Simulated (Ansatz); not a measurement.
ZrC:

```
Zr C
1.0
     0.00000    2.36500    2.36500
     2.36500    0.00000    2.36500
     2.36500    2.36500    0.00000
Zr C
1 1
Direct
  0.50000 0.50000 0.50000
  0.00000 0.00000 0.00000
```

Program: Ansatz 0.2.0. Alike in all runs: potentials or basis Ansatz PAW; cell as given; cutoff (eV) 420.

Question: Order these runs on this cell by their pressure, lowest first.
A. level revPBE+D3(BJ); spin SOC, no magnetisation; k mesh 10 × 10 × 10; smearing gaussian 0.01 eV; driver chain
B. level LDA; spin SOC, no magnetisation; k mesh 7 × 7 × 7; smearing fermi-dirac 0.05 eV; points for each segment of the path 14
C. level PBE; spin SOC, no magnetisation; k mesh 7 × 7 × 7; smearing fermi-dirac 0.05 eV; points for each segment of the path 14
D. level RPBE; spin off; k mesh 10 × 10 × 10; smearing gaussian 0.05 eV
E. level BLYP; spin off; k mesh 10 × 10 × 10; smearing fermi-dirac 0.05 eV; points for each segment of the path 14

Answer: B (-12.5 GPa), A (-10.0 GPa), C (-3.0 GPa), D (0.3 GPa), E (4.2 GPa).

Caveats: the PAW data sets come from PBE, with cores solved anew for the run's functional, which leaves a small shift of forces and pressure (some runs); the potentials were made for another functional, which shifts forces and pressure (some runs).

Not every run made on this cell is shown here.
